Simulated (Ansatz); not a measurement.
# 1T-IrSeTe monolayer in a perpendicular field, part 2 of 2

Aim: how the 1T-IrSeTe monolayer screens a field along its normal, and what the field does to its bands. A positive field points along +c.

Ansatz 0.2.0; plane-wave DFT, PBE-D3(BJ), Ansatz PAW.

So far. Step 2 (Relaxation): The lattice constant a goes from 3.685 to 3.724 Å.

## 3. Single point, field 0

A sawtooth potential applies the field, turning back in the middle of the vacuum. With the dipole correction the typed value is the field outside the slab. The induced dipole is small, so the SCF threshold is tight.

The cell differs from the one that the last finished run ended in (c 36.803 → 20.844 Å).

Contents of input.yaml:

```yaml
crystal:
  lattice:
    - [3.7236388214, 0.0, 0.0]
    - [-1.8618194107, 3.2247658138, 0.0]
    - [0.0, 0.0, 20.8442562622]
  atoms:
    - { symbol: Te, position: [0.6666666667, 0.3333333333, 0.4317736208] }
    - { symbol: Ir, position: [0.0, 0.0, 0.5092518864] }
    - { symbol: Se, position: [0.3333333333, 0.6666666667, 0.5682263792] }
kpoints:
  mp_grid: { grid: [18, 18, 1] }
  band_path:
    path: [[0, 0, 0], [0.5, 0, 0], [0.33333333, 0.33333333, 0], [0, 0, 0]]
    npoints: 16
hamiltonian:
  xc: pbe
  dispersion: d3bj
scf:
  occupations: { method: fermi_dirac, width: 0.02585 }
  convergence: { dr2_threshold: 1.0e-10 }
efield:
  axis: 3
  dipole_correction: true
  ramp_position: 0.97
  ramp_width: 0.06
  amplitude: 0
output:
  dos: { projected: true, e_range: [-6, 5] }
  write_potential: true
  write_density: true
  volumetric_format: npy
  elf: true
```

Started as:

```bash
$ ansatz run input.yaml --threads 4 --pin off --max-ram 6144MiB --backend cpu --events-out ev --progress --plain --runs-dir out
```

Numbers of over 12 decimals in the logs are rounded to 6 here.

The program printed:

```text
[...]
Crystal: 3 atoms, lattice volume = 250.295 Å³
Basis set: ecut = 420 eV, 4905 PW (Γ)
Bands: 30, of which v1, the nominal top of the filled ones, is band 25 counted from 1 (24 counted from 0)
Symmetry: 6 space group operations
[...]
k-points: 37 of 324 (time reversal used)
[...]
SCF iter   1: F=—  HF=-24385.772523 eV  |F-HF|=—  |Δ(HF+E_count)|=         —  Δρ=3.63e-3  dr2=3.79e-2  ethr=1.77e-3  p=-0.046 e·Å  D=-3.32e-2 V/Å  ΔV_dip=0.69 eV  dr2_dipole=1.94e-3  V_vac-E_F(+/−)=5.07/4.38 eV  ⟨swp⟩=9.8  Hψ=5759  notcnv=0
efield: sawtooth ramp at fractional position 0.9700 (set: `efield.ramp_position`, or a place that a band, a saddle search or an elastic batch's reference lends), width 0.0600; the density the first Hamiltonian is built on has a dipole p = -0.046 e·Å; the dipole correction subtracts the counter field D = -3.32e-2 V/Å, which shifts the + side's vacuum level by +0.69 eV against the − side's; the planar-averaged density in the ramp window peaks in size at 1.0e-5 e/Å³
[...]
SCF iter   2: F=—  HF=-24385.766748 eV  |F-HF|=—  |Δ(HF+E_count)|=   5.77e-3  Δρ=1.46e-3  dr2=1.17e-2  ethr=7.74e-5  p=-0.010 e·Å  D=-7.46e-3 V/Å  ΔV_dip=0.16 eV  dr2_dipole=5.80e-4  V_vac-E_F(+/−)=4.97/4.81 eV  ⟨swp⟩=4.4  Hψ=2864  notcnv=0  defer=37
[...]
SCF iter  10: F=-24385.764723 eV  HF=-24385.764723 eV  |F-HF|=3.64e-11  |Δ(HF+E_count)|=  6.62e-10  Δρ=7.81e-8  dr2=3.00e-11  ethr=1.00e-12  p=-0.013 e·Å  D=-9.31e-3 V/Å  ΔV_dip=0.19 eV  dr2_dipole=3.41e-12  V_vac-E_F(+/−)=4.92/4.72 eV  ⟨swp⟩=11.1  Hψ=3360  notcnv=0
SCF 1 converged in 10 iterations: F = -24385.764723 eV  dr2 = 3.00e-11
[...]
NSCF: frozen V_eff on 49 k-points
efield: sawtooth ramp at fractional position 0.9700 (kept from the solve that this one continues, or follows in the run), width 0.0600; the density the first Hamiltonian is built on has a dipole p = -0.013 e·Å; the dipole correction subtracts the counter field D = -9.31e-3 V/Å, which shifts the + side's vacuum level by +0.19 eV against the − side's; the planar-averaged density in the ramp window peaks in size at 5.9e-6 e/Å³
WARN: The output density's exchange-correlation potential varies sharply where the density is thin. Do not read a vacuum level from v_tot or v_xc, or from such a field of the output density. On a cell that repeats whose density bears no net charge and no dipole along the vacuum's axis use v_es (v_loc + v_h of the components); under efield.dipole_correction with no amplitude use v_es + v_field, which holds any externa [...]
SCF converged after 10 iterations
Free energy (F): -24385.764723 eV
[...]
Internal energy: -24385.759726 eV  (E = F + TS)
E sigma→0 (E₀):  -24385.762225 eV
Entropy (-TS):   -0.004996 eV (-1.665 meV/atom)
Fermi energy:    -0.036904 eV
Dipole field:    D = -0.009313 V/Å  (p = -0.012882 e·Å, saw-weighted, corrected)
Work function:   Φ+ = 4.9169 eV   Φ− = 4.7227 eV
Levels:          The Fermi level and band energies are counted from a zero that moves with the ramp; work functions are not
[...]
--- Band table (eV; the first three rows and the last of 37) ---
  k-point 0: bands = [... 21 lower, -1.8928, -0.5610, 0.1229, 0.1229, 3.2393, 3.2393, 3.7034, 4.4910, ... 1 higher]
  k-point 1: bands = [... 21 lower, -1.8639, -0.6893, 0.1414, 0.1514, 2.9121, 3.1645, 3.8271, 4.5425, ... 1 higher]
  k-point 2: bands = [... 21 lower, -1.8373, -0.8965, 0.1710, 0.1933, 2.2965, 2.9873, 4.0755, 4.6868, ... 1 higher]
  k-point 36: bands = [... 21 lower, -3.1663, -1.7179, -0.8546, -0.4229, 1.1249, 2.4271, 4.8458, 6.8232, ... 1 higher]
```

The job ended after 11 s (4 threads of Intel Xeon Platinum 8259CL at 2.50GHz (Skylake/Cascade Lake), shared host; peak memory 0.8 GiB).

The column dr2 measures how far the density is from self-consistency, as an energy; F and HF (Harris–Foulkes) agree once it is small.

Numbers from this step:

```yaml
energy_at_zero_smearing: -24385.7622 eV
work_function_upper_face: 4.917 eV
work_function_lower_face: 4.723 eV
dipole_along_the_normal: -0.01288 e·Å
step_between_the_vacuum_levels: 0.1941 eV
```

Running mean over a fixed 2.8 Å (it still follows the layers) of the planar mean; the ramp of the sawtooth is left out. Table of electron's electrostatic potential energy less the Fermi level by z:

```tsv
z (Å)	electron's electrostatic potential energy less the Fermi level (eV)
2.90	4.72
3.33	4.72
3.76	4.72
4.05	4.72
4.49	4.72
4.92	4.72
5.36	4.71
5.79	4.67
6.08	4.61
6.51	4.35
6.95	3.53
7.38	2.42
7.82	1.67
8.25	0.460
8.54	-0.623
8.97	-2.59
9.41	-4.78
9.84	-6.20
10.28	-7.04
10.57	-7.46
11.00	-7.41
11.44	-6.38
11.87	-4.27
12.30	-1.70
12.59	-0.0914
13.03	1.75
13.46	3.11
13.90	4.20
14.33	4.73
14.76	4.86
15.05	4.89
15.49	4.91
15.92	4.91
16.36	4.92
16.79	4.92
17.08	4.92
17.52	4.92
17.95	4.92
```

The density of states has structure finer than the step of the table below, so its rows give means over 0.25 eV, whole bins alone (the curve runs from -6 to 1.99 eV). Peaks (eV: height): -4.900: 7.29, -4.680: 8.92, -4.400: 8.83, -3.850: 14.0, -1.810: 6.93, -1.530: 8.17, 0.180: 7.28.

The density of states by energy, zero at the Fermi level; means over each step:

```tsv
energy (eV)	density of states (states/eV a cell)
-5.75	1.58
-5.50	1.18
-5.25	2.78
-5.00	2.92
-4.75	6.00
-4.50	4.84
-4.25	2.21
-4.00	2.49
-3.75	3.37
-3.50	0.873
-3.25	2.68
-3.00	1.85
-2.75	2.55
-2.50	2.95
-2.25	2.35
-2.00	2.79
-1.75	2.55
-1.50	4.25
-1.25	3.12
-1.00	3.28
-0.75	1.97
-0.50	2.39
-0.25	2.95
0.00	2.18
0.25	2.78
0.50	0
0.75	0
1.00	0
1.25	1.15
1.50	1.82
1.75	2.48
```

Projected DOS per atom over height of the atomic layer and energy from the Fermi level. Layers: Te Ir Se from below.

Values in states/eV, 22 rows by 3 columns, each cell a mean:
```
0.53 0.79 0.57
0.41 0.72 0.52
0.09 0.17 0.11
0.00 0.00 0.00
0.36 0.33 0.41
0.90 0.87 0.77
0.69 1.49 0.61
0.53 1.11 0.59
0.83 1.86 0.77
0.45 2.74 0.52
0.78 1.72 0.21
0.92 0.95 0.51
0.84 1.63 0.42
0.59 1.06 0.34
0.52 1.04 0.69
0.55 0.64 0.32
0.77 1.37 0.99
0.62 1.93 1.31
1.37 2.26 1.80
0.72 1.02 0.93
0.36 0.55 0.62
0.43 0.54 0.54
```
Columns: height of the atomic layer (Å) from 9 to 11.8 (not evenly spaced); rows upwards: energy from the Fermi level (eV) from -5.96 to 1.96.

Electronic bands along the path, in eV, zero at the Fermi level:

```tsv
point	band 22	band 23	band 24	band 25	band 26	band 27	band 28	band 29
Γ	-1.86	-0.52	0.16	0.16	3.28	3.28	3.74	4.53
halfway	-2.01	-0.99	-0.09	-0.04	1.54	2.70	4.88	5.02
M	-1.94	-1.54	-1.35	-1.26	2.47	2.79	4.05	5.25
halfway	-2.50	-1.56	-1.16	-0.50	1.60	2.58	4.66	6.43
K	-3.13	-1.68	-0.82	-0.39	1.16	2.46	4.88	6.86
halfway	-1.83	-1.17	-0.51	0.17	1.62	2.07	5.27	5.55
Γ	-1.86	-0.52	0.16	0.16	3.28	3.28	3.74	4.53
```

ELF in the ca plane at fractional y = 0.000, with atoms of Ir within 0.2 Å of it. It is the smooth field of the valence electrons, not physical close to the nuclei.

Ten even steps from '0' (0.00) to '9' (0.71), each cell a mean:
```
00000000000000013468888542100000000000000000
00000000000011234446885443100000000000000000
00000000000235666654444565421000000000000000
00000000002478877764335788753100000000000000
00000000012689976663236789975210000000000000
00000000012589976664236788874200000000000000
00000000001357777754345677542100000000000000
00000000000123455544664444210000000000000000
00000000000000123457997432100000000000000000
00000000000000012479679642100000000000000000
```
Columns run along c (16.0 Å, from fractional 0.15 to 0.92 of the cell), rows up along a (3.7 Å). Atoms in or near the plane, at fractional coordinates: Ir at (0.51, 0.00).

Electrostatic potential energy in the ca plane at fractional y = 0.000, with atoms of Ir within 0.2 Å of it. With pseudopotentials it is smooth inside the atoms' cores, unlike the true potential.

Values in eV, 6 rows by 16 columns, each cell a mean:
```
  5   5   5   5   4   3  -9 -37 -16   4   5   5   5   5   5   5
  5   5   5   5   4   0  -2 -12  -3   3   5   5   5   5   5   5
  5   5   5   5   3  -5  -5   1  -2   0   4   5   5   5   5   5
  5   5   5   5   3  -4  -4   0  -2   1   4   5   5   5   5   5
  5   5   5   5   4   1  -3 -23  -6   3   5   5   5   5   5   5
  5   5   5   5   4   3 -12 -37 -19   4   5   5   5   5   5   5
```
Columns run along c (16.0 Å, from fractional 0.15 to 0.92 of the cell; values clipped at the 3rd and 97th percentile), rows up along a (3.7 Å). Atoms in or near the plane, at fractional coordinates: Ir at (0.51, 0.00).

Valence density in the ca plane at fractional y = 0.000, with atoms of Ir within 0.2 Å of it. It is the smooth field of the valence electrons, not physical close to the nuclei.

Values in e/Å³, 6 rows by 16 columns, each cell a mean:
```
0.0 0.0 0.0 0.0 0.0 0.0 0.0 0.2 4.0 3.9 0.2 0.0 0.0 0.0 0.0 0.0
0.0 0.0 0.0 0.0 0.0 0.0 0.1 0.3 0.7 0.7 0.2 0.0 0.0 0.0 0.0 0.0
0.0 0.0 0.0 0.0 0.0 0.0 0.2 0.4 0.2 0.3 0.3 0.1 0.0 0.0 0.0 0.0
0.0 0.0 0.0 0.0 0.0 0.0 0.2 0.3 0.3 0.3 0.3 0.1 0.0 0.0 0.0 0.0
0.0 0.0 0.0 0.0 0.0 0.0 0.1 0.2 1.3 1.3 0.2 0.0 0.0 0.0 0.0 0.0
0.0 0.0 0.0 0.0 0.0 0.0 0.0 0.2 5.2 5.1 0.2 0.0 0.0 0.0 0.0 0.0
```
Columns run along c (16.0 Å, from fractional 0.09 to 0.85 of the cell), rows up along a (3.7 Å). Atoms in or near the plane, at fractional coordinates: Ir at (0.51, 0.00).

The work function of the upper face is 4.92 eV.

## 4. Atoms held, field 0.1 V/Å

Changes to input.yaml since step 3:

```diff
@@ -25,5 +25,4 @@
   ramp_width: 0.06
-  amplitude: 0
+  amplitude: 0.1
 output:
-  dos: { projected: true, e_range: [-6, 5] }
   write_potential: true
@@ -31,2 +30 @@
   volumetric_format: npy
-  elf: true
```

The program printed:

```text
[...]
Crystal: 3 atoms, lattice volume = 250.295 Å³
Basis set: ecut = 420 eV, 4905 PW (Γ)
Bands: 30, of which v1, the nominal top of the filled ones, is band 25 counted from 1 (24 counted from 0)
Symmetry: 6 space group operations
[...]
k-points: 37 of 324 (time reversal used)
[...]
k-point 0: bands = [... 21 lower, -1.9153, -0.5603, 0.1126, 0.1126, 3.2282, 3.2282, 3.5885, 4.4564, ... 1 higher]
  k-point 1: bands = [... 21 lower, -1.8860, -0.6920, 0.1311, 0.1442, 2.9018, 3.1534, 3.6914, 4.5715, ... 1 higher]
  k-point 2: bands = [... 21 lower, -1.8571, -0.9052, 0.1606, 0.1895, 2.2865, 2.9763, 3.9074, 4.8031, ... 1 higher]
  k-point 36: bands = [... 21 lower, -3.1775, -1.7274, -0.8683, -0.4324, 1.1112, 2.4183, 4.8209, 6.7790, ... 1 higher]
[key lines of the parts left out:]
SCF converged after 11 iterations
Free energy (F): -24385.765212 eV
Fermi energy:    -0.046017 eV
Dipole field:    D = 0.016387 V/Å  (p = 0.022667 e·Å, saw-weighted, corrected)
```

The job ended after 12 s (4 threads; peak memory 0.76 GiB).

The dipole is 0.0227 e·Å, 0.0355 e·Å from its value without field.

## 5. Atoms held, field -0.1 V/Å

Changes to input.yaml since step 4:

```diff
@@ -25,3 +25,3 @@
   ramp_width: 0.06
-  amplitude: 0.1
+  amplitude: -0.1
 output:
```

The program printed:

```text
[...]
Crystal: 3 atoms, lattice volume = 250.295 Å³
Basis set: ecut = 420 eV, 4905 PW (Γ)
Bands: 30, of which v1, the nominal top of the filled ones, is band 25 counted from 1 (24 counted from 0)
Symmetry: 6 space group operations
[...]
k-points: 37 of 324 (time reversal used)
[...]
k-point 0: bands = [... 21 lower, -1.8717, -0.5632, 0.1318, 0.1318, 3.2491, 3.2491, 3.7597, 4.3118, ... 1 higher]
  k-point 1: bands = [... 21 lower, -1.8432, -0.6881, 0.1504, 0.1573, 2.9210, 3.1743, 3.8947, 4.3679, ... 1 higher]
  k-point 2: bands = [... 21 lower, -1.8188, -0.8891, 0.1801, 0.1958, 2.3050, 2.9971, 4.1593, 4.5160, ... 1 higher]
  k-point 36: bands = [... 21 lower, -3.1565, -1.7097, -0.8421, -0.4147, 1.1374, 2.4345, 4.8686, 6.8606, ... 1 higher]
[key lines of the parts left out:]
SCF converged after 11 iterations
Free energy (F): -24385.767787 eV
Fermi energy:    -0.029147 eV
Dipole field:    D = -0.035000 V/Å  (p = -0.048412 e·Å, saw-weighted, corrected)
```

Wall time 12 s (4 threads); peak memory 0.75 GiB; 44 s of CPU time.

The dipole is -0.0484 e·Å, -0.0355 e·Å from its value without field.

## 6. Response, atoms held

This step: plane-wave DFT, PBE-D3(BJ), Ansatz PAW; response to a field along the normal, atoms held (Ansatz 0.2.0).

The dipoles give the slope, and the difference of two potentials shows where the field is screened.

Numbers from this step:

- equivalent conductor thickness p/(ε₀AE): 5.356 Å
- distance between the outer atoms: 2.844 Å

The dipole of the cell by applied field:

```tsv
applied field (V/Å)	dipole of the cell (e·Å)
-0.1000	-0.0484
0.0000	-0.0129
0.1000	0.0227
```

Local field over the applied field, running mean. From the potentials at -0.1 and 0.1 V/Å; running mean over 2.5 Å. The local field over applied field by z:

```tsv
z (Å)	local field over applied field
4.05	0.998
4.34	0.997
4.78	0.993
5.07	0.987
5.50	0.971
5.79	0.952
6.08	0.920
6.51	0.842
6.80	0.768
7.09	0.678
7.53	0.533
7.82	0.432
8.25	0.284
8.54	0.196
8.83	0.124
9.26	0.0555
9.55	0.0324
9.84	0.0197
10.28	0.0138
10.57	0.0200
11.00	0.0404
11.29	0.0634
11.58	0.100
12.01	0.193
12.30	0.276
12.59	0.370
13.03	0.520
13.32	0.621
13.75	0.765
14.04	0.845
14.33	0.904
14.76	0.957
15.05	0.975
15.34	0.986
15.78	0.994
16.07	0.997
16.50	0.999
16.79	0.999
```

Electrons, planar mean, per unit field. Table of induced electron density by z:

```tsv
z (Å)	induced electron density (e/Å³ per V/Å)
4.5	1.9e-5
5.0	5.3e-5
5.5	1.4e-4
6.0	3.6e-4
6.5	8.4e-4
7.0	0.00182
7.5	0.00305
8.0	0.00277
8.5	0.00103
9.0	9.2e-4
9.5	3.6e-4
10.0	-5.5e-4
10.5	-1.9e-4
11.0	1.5e-4
11.5	-5.1e-4
12.0	-5.8e-4
12.5	-0.00259
13.0	-0.00352
13.5	-0.00208
14.0	-9.0e-4
14.5	-3.5e-4
15.0	-1.3e-4
15.5	-4.4e-5
16.0	-1.5e-5
16.5	-5.0e-6
```

By hand: between -0.1 and 0.1 V/Å the dipole changes by 0.07108 e·Å, a slope of 0.3554 e·Å²/V. A perfect conductor of thickness t has p = ε₀AEt, so t = 180.95 × 0.3554 / 12.008 = 5.36 Å (e/ε₀ = 180.95 V·Å, A in Å²).

The induced dipole is that of a conductor 5.36 Å thick.

## 7. Summary of results

```json
{
  "gap without field": "none",
  "work function, upper face": "4.92 eV",
  "step between the vacuum levels": "0.194 eV",
  "equivalent conductor thickness, atoms held": "5.36 Å"
}
```

In words: The induced dipole equals that of a perfect conductor 5.36 Å thick, while the outer atoms lie 2.84 Å apart. The two faces differ: the vacuum level above lies 0.19 eV higher than the one below. There is no gap over 0.03 eV, with or without the field. The first relaxation ran with spin and lost its moment, and the later runs have none; other magnetic states were not tried. Spin-orbit coupling is left out, which matters for the bands of elements this heavy.

[Logs are printed without paths, hosts, clocks, repeated set-up lines and the standing remarks that a program may print on its own settings, such as how far it seeks lower states.]

[Hosts, paths, dates, database ids (printed as entryN), source tags and the programs' standing remarks are cut or masked in the printed files.]

[Maps of the electrostatic potential energy from Ansatz leave out the sawtooth potential of an applied field or a dipole correction, so their vacuum need not be flat; planar profiles and work functions include it.]

[The density of states shown here was stored with 400 of the rows of the run's finer table, so its peaks can read low, often by over a quarter, or be missed, and its means over a window can be off by a tenth or more.]
